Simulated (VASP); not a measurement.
A VASP 6.6.1 single-point calculation on Si

INCAR

```
LASPH = .TRUE.
ISIF = 2
BMIX = 3
LREAL = .FALSE.
EDIFF = 1E-7
NSW = 0
LWAVE = .FALSE.
ISMEAR = -1
ENCUT = 520
PREC = Accurate
NELM = 120
NBANDS = 11
IBRION = -1
SIGMA = 0.02
GGA = PE
LCHARG = .FALSE.
```

KPOINTS

```
KPOINTS created by Atomic Simulation Environment
0
Gamma
8 8 8
0 0 0
```

POSCAR

```
Si
 1.0000000000000000
    -0.0000000000000000    2.7221188956873603    2.7221188956873603
     2.7221188956873603   -0.0000000000000000    2.7221188956873603
     2.7221188956873603    2.7221188956873603   -0.0000000000000000
 Si
   2
Cartesian
  0.0000000000000000 -0.0000000000000000 -0.0000000000000000
  1.3610594478436802  1.3610594478436802  1.3610594478436802
```

The recommended PBE PAW datasets give the neutral cell 8 valence electrons.

Command

```
mpirun -np 1 vasp_std
```

**Question.** How does this run end, and what does it give?

**Answer.** It converged. Results: gap between bands v and c on the k mesh 0.63 eV; least direct gap on the k mesh 2.56 eV; pressure 1.2 GPa. Band v is the last that the valence electrons fill when counted band by band, and c is the next.

OSZICAR

```
N       E                     dE             d eps       ncg     rms          rms(c)
DAV:   1     0.612248849141E+01    0.61225E+01   -0.32798E+03   638   0.568E+02
DAV:   2    -0.104918960581E+02   -0.16614E+02   -0.16048E+02   886   0.834E+01
DAV:   3    -0.110166466766E+02   -0.52475E+00   -0.52293E+00   826   0.122E+01
DAV:   4    -0.110204620923E+02   -0.38154E-02   -0.38151E-02   770   0.126E+00
DAV:   5    -0.110204955422E+02   -0.33450E-04   -0.33449E-04   788   0.111E-01    0.484E+00
DAV:   6    -0.109536419134E+02    0.66854E-01   -0.13750E-02   742   0.492E-01    0.321E+00
DAV:   7    -0.108419919281E+02    0.11165E+00   -0.12105E-01   712   0.150E+00    0.120E+00
DAV:   8    -0.108401845562E+02    0.18074E-02   -0.13527E-02   762   0.642E-01    0.428E-01
DAV:   9    -0.108418422885E+02   -0.16577E-02   -0.32094E-03   752   0.285E-01    0.222E-01
DAV:  10    -0.108438662829E+02   -0.20240E-02   -0.29226E-03   697   0.299E-01    0.676E-02
DAV:  11    -0.108439748719E+02   -0.10859E-03   -0.18189E-04   753   0.877E-02    0.267E-02
DAV:  12    -0.108439738625E+02    0.10094E-05   -0.51386E-06   719   0.134E-02    0.556E-03
DAV:  13    -0.108439780475E+02   -0.41851E-05   -0.26637E-06   707   0.118E-02    0.225E-03
DAV:  14    -0.108439785124E+02   -0.46481E-06   -0.10418E-07   769   0.245E-03    0.431E-04
DAV:  15    -0.108439782275E+02    0.28489E-06   -0.40212E-08   660   0.129E-03    0.147E-04
DAV:  16    -0.108439782572E+02   -0.29732E-07   -0.12501E-09   382   0.236E-04
   1 F= -.10843978E+02 E0= -.10843978E+02  d E =-.167716E-08
```

Standard output (part)

```
POSCAR found type information on POSCAR Si
 POSCAR found :  1 types and       2 ions
 LDA part: xc-table for (Slater+PW92), standard interpolation
 POSCAR, INCAR and KPOINTS ok, starting setup
 WAVECAR not read
 entering main loop
```

For comparison, a separate PBE run of the intended cell, on usual settings and not on those above, gives a gap of 0.63 eV on its mesh and a pressure of 1.2 GPa.
